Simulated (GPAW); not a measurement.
Wanted: an ASE script for a GPAW 26.7.0 run.

```yaml
Task: relaxation of cell and atoms
Functional: PBEsol
Potentials_or_basis: PAW data sets generated in the run's folder for this functional
Cutoff: 600 eV
Basis: pw
k_mesh: 9 × 9 × 9
Occupations: fermi-dirac, width 0.05 eV
Spin: no spin polarisation
Maxiter: 150
Optimizer: BFGS
Fmax: 0.02 eV/Å
Max_steps: 60
Convergence: density=1e-05 forces=0.0001
```

AlRu:

```
CELL_PARAMETERS angstrom
2.99160 0.00000 0.00000
0.00000 2.99160 0.00000
0.00000 0.00000 2.99160
ATOMIC_POSITIONS crystal
Ru 0.50000 0.50000 0.50000
Al 0.00000 0.00000 0.00000
```

One way to write it, as run:

run.py

```python
from ase import Atoms
from ase.filters import FrechetCellFilter
from ase.io import write
from ase.optimize import BFGS
from gpaw import GPAW, PW, setup_paths

setup_paths.insert(0, '.')

atoms = Atoms(['Ru', 'Al'],
              cell=[[2.9916, 0.0, 0.0],
                    [0.0, 2.9916, 0.0],
                    [0.0, 0.0, 2.9916]],
              scaled_positions=[[0.5, 0.5, 0.5],
                                [0.0, 0.0, 0.0]],
              pbc=True)

calc = GPAW(mode=PW(600),
            xc='PBEsol',
            kpts={'size': (9, 9, 9), 'gamma': True},
            occupations={'name': 'fermi-dirac', 'width': 0.05},
            nbands=20,
            convergence={'density': 1e-05, 'forces': 0.0001},
            maxiter=150,
            txt='gpaw.txt')
atoms.calc = calc
opt = BFGS(FrechetCellFilter(atoms), trajectory='relax.traj', logfile='-')
done = opt.run(fmax=0.02, steps=60)
calc.write('gs.gpw')
write('result.traj', atoms)
print('Converged:', done)
print('Cell:', atoms.cell.cellpar().round(4))
print('Volume:', round(atoms.get_volume(), 4))
print(atoms.get_scaled_positions().round(5))
```

Potentials or basis: PAW data sets generated in the run's folder for this functional, pw.

Launch:

```sh
$ gpaw-setup -f PBEsol Al Ru
$ OMP_NUM_THREADS=1 python run.py
```

Results of the run:

```json
{
  "Relaxed volume": "13.22 Å³/atom",
  "Relaxed cell": "a = 2.979 Å, b = 2.979 Å, c = 2.979 Å, α = 90.00°, β = 90.00°, γ = 90.00°",
  "Space group after relaxing (to 0.05 Å)": "Pm-3m (No. 221)",
  "Energy gained by relaxing": "1.2 meV/atom",
  "Ionic steps": "3",
  "Pressure after relaxing": "0.0 GPa",
  "Band gap on the k mesh": "none (metal or under the smearing width)"
}
```

Caveat: later steps reuse the first step's grids.

Run time: 29 s on 1 thread of Intel(R) Xeon(R) Platinum 8488C (Sapphire Rapids), with other jobs on the host, peak memory 0.17 GiB.
